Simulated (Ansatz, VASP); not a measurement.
One calculation of Pt, two programs

File INCAR:

```
ALGO     = Normal         # electronic algorithm
EDIFF    = 1E-7           # SCF threshold, eV
ENCUT    = 520            # plane-wave cutoff, eV
GGA      = PE             # functional
ISIF     = 2              # what is computed and relaxed
ISMEAR   = -1             # smearing method
ISPIN    = 2              # spin polarisation
LASPH    = T              # aspherical terms in the spheres
LCHARG   = F              # write CHGCAR
LMAXMIX  = 4              # l up to which the mixer works
LORBIT   = 11             # projections on sites
LREAL    = F              # projectors in reciprocal space
LWAVE    = F              # write WAVECAR
MAGMOM   = 1              # initial moments
NBANDS   = 15             # bands
NELM     = 150            # most SCF steps
PREC     = Accurate       # precision mode
SIGMA    = 0.05           # smearing width, eV
```

KPOINTS

```
k-points
0
Gamma
  22 22 22
```

The input POSCAR:

```
Pt
1.0
    0.0000000000      2.0364110354      2.0364110354
    2.0364110354      0.0000000000      2.0364110354
    2.0364110354      2.0364110354      0.0000000000
Pt
1
Direct
    0.0000000000      0.0000000000      0.0000000000
```

Input for Ansatz:

```yaml
crystal:
  lattice:
    - [0.0, 2.0364110331, 2.0364110331]
    - [2.0364110331, 0.0, 2.0364110331]
    - [2.0364110331, 2.0364110331, 0.0]
  atoms:
    - { symbol: Pt, position: [0.0, 0.0, 0.0], spin: 1.0 }
hamiltonian:
  xc: pbe
  pseudopotentials:
    kind: paw
    azcp:
      Pt: "pseudopotentials/Pt.paw.azcp"
basis:
  ecutwfc: 420
  fft_grid_basis: typed
kpoints:
  mp_grid: { grid: [22, 22, 22], shift: [0, 0, 0] }
magnetization:
  spin_polarized: true
scf:
  occupations: { method: fermi_dirac, width: 0.05 }
output:
  stress: true
```

Alike in both runs: task single point; functional PBE; k mesh 22 × 22 × 22; occupations fermi-dirac, width 0.05 eV; collinear spin.

|  | VASP | Ansatz |
| --- | --- | --- |
| version | VASP 6.6.1 | Ansatz 0.2.0 |
| potentials or method | VASP PAW PBE potentials, release 64 (Pt) | plane waves (420 eV) with PAW, scalar-relativistic |
| plane-wave cutoff (eV) | 520 | 420 |
| valence electrons in the cell | 10 | 18 |

Ansatz gave:

* pressure (GPa): -15.4
* net moment per atom (μB): 0.00

Estimate VASP's values.

pressure (GPa): -15.7; net moment per atom (μB): 0.00.

The two sets of potentials don't hold the same shells in valence. Ansatz warned: «seeded_moment_not_kept».

Caveats: so large a pressure means that the cell lies far from this level's equilibrium, or that cutoff or potentials fall short (VASP). The runs have no spin-orbit coupling, so splittings on Pt are missing.
